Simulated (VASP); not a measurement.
A run of VASP 6.6.1 is set up as follows.

The input INCAR:

```
SYSTEM = ZnS
ALGO = Normal
BPARAM = 11.95
CPARAM = 0.0093
EDIFF = 1E-7
EDIFFG = -0.005
ENCUT = 600
IBRION = 2
ISIF = 3
ISMEAR = 0
IVDW_NL = 2
LASPH = .True.
LCHARG = .False.
LMIXTAU = .True.
LREAL = .False.
LUSE_VDW = .True.
LWAVE = .False.
METAGGA = R2SCAN
NELM = 100
NSW = 90
PREC = Accurate
SIGMA = 0.02
```

The input KPOINTS:

```
k-points
0
Gamma
  10 10 10
  0 0 0
```

File POSCAR:

```
ZnS
1.0
    0.0000000000      2.6936828800      2.6936828800
    2.6936828800      0.0000000000      2.6936828800
    2.6936828800      2.6936828800      0.0000000000
Zn S
1 1
Direct
    0.0000000000      0.0000000000      0.0000000000
    0.7500000000      0.7500000000      0.7500000000
```

Potentials or basis: VASP PAW PBE potentials, release 64 (Zn, S).

The run is started by

```bash
$ cat potpaw_PBE.64/Zn/POTCAR potpaw_PBE.64/S/POTCAR > POTCAR
$ mpirun -np 1 vasp_std > vasp.out
```

Estimate the band gap on the k mesh.

2.71 eV, direct.

What does it give for the space group after relaxing (to 0.05 Å)?

F-43m (No. 216).

Predict the relaxed cell.

a = 3.797 Å, b = 3.797 Å, c = 3.797 Å, α = 60.00°, β = 60.00°, γ = 60.00°.

Final structure:
```
Zn S
1.0
     0.00000    2.68494    2.68494
     2.68494    0.00000    2.68494
     2.68494    2.68494    0.00000
Zn S
1 1
Direct
  0.00000 0.00000 0.00000
  0.75000 0.75000 0.75000
```

Caveat: the PAW data sets were made with another functional, which shifts forces and pressure a little. r2SCAN opens gaps a little over a GGA but as a rule still falls short of measured ones.
